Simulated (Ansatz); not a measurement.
Crystal: Cs2AgBiBr6.

```
CELL_PARAMETERS angstrom
0.00000 5.61610 5.61610
5.61610 0.00000 5.61610
5.61610 5.61610 0.00000
ATOMIC_POSITIONS crystal
Bi 0.00000 0.00000 0.00000
Cs 0.75000 0.75000 0.75000
Cs 0.25000 0.25000 0.25000
Ag 0.50000 0.50000 0.50000
Br 0.74945 0.74945 0.25055
Br 0.25055 0.25055 0.74945
Br 0.74945 0.25055 0.25055
Br 0.74945 0.25055 0.74945
Br 0.25055 0.74945 0.74945
Br 0.25055 0.74945 0.25055
```

| Property | Result |
| --- | --- |
| Program | Ansatz 0.2.0 |
| Task | relaxation of cell and atoms |
| Functional | PBEsol |
| Dispersion | D3(BJ)-ATM |
| Potentials or basis | Ansatz PAW |
| Cutoff | 420 eV (not typed: the program's choice for these potentials) |
| k mesh | 4 × 4 × 4 |
| Occupations | fermi-dirac, width 0.05 eV |
| Spin | no spin polarisation |

At the start: volume 35.43 Å³/atom.

Where does the relaxation end?

It ends after 5 steps and the volume is 33.74 Å³/atom (-4.8 %); space group Fm-3m (No. 225, to 0.05 Å).

The path:
```csv
step,energy change (eV),largest force (eV/Å),volume (Å³)
1,0.0000,0.3042,354.27
2,-0.0893,0.0145,344.83
3,-0.1044,0.0130,335.76
4,-0.1050,0.0022,337.43
5,-0.1034,0.0022,337.43
```

Final structure:
```
Bi Cs Ag Br
1.0
     0.00000    5.52567    5.52567
     5.52567    0.00000    5.52567
     5.52567    5.52567    0.00000
Bi Cs Ag Br
1 2 1 6
Direct
  0.00000 0.00000 0.00000
  0.75000 0.75000 0.75000
  0.25000 0.25000 0.25000
  0.50000 0.50000 0.50000
  0.74526 0.74526 0.25474
  0.25474 0.25474 0.74526
  0.74526 0.25474 0.25474
  0.74526 0.25474 0.74526
  0.25474 0.74526 0.74526
  0.25474 0.74526 0.25474
```

Caveat: the plane-wave basis is chosen anew once the cell has moved, so the energies of steps on either side of that aren't comparable; the PAW data sets come from PBE, with cores solved anew for the run's functional, which leaves a small shift of forces and pressure.
